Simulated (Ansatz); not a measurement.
## Magnetic states of iron, fcc

Computed with DFT, revPBE, plane waves (420 eV) with PAW, scalar-relativistic in Ansatz 0.2.0. (PAW data from PBE, frozen cores regenerated.)

Each start was relaxed and then solved on a dense mesh, with Fermi-Dirac smearing of 0.05 eV (0.1 eV in a metal without spin) extrapolated to zero. Rows within 2 meV/atom of each other tie.

(1) Where does each start end, and how do the energies compare? Starts: non-magnetic; ferromagnetic.

Results:

(1) 
```tsv
start	ends	ΔE (meV/atom)	V (Å³/atom)
ferromagnetic	ferromagnetic, net 2.63 μB per atom	0.0	12.35
non-magnetic	spin not included	76.5	10.43
```
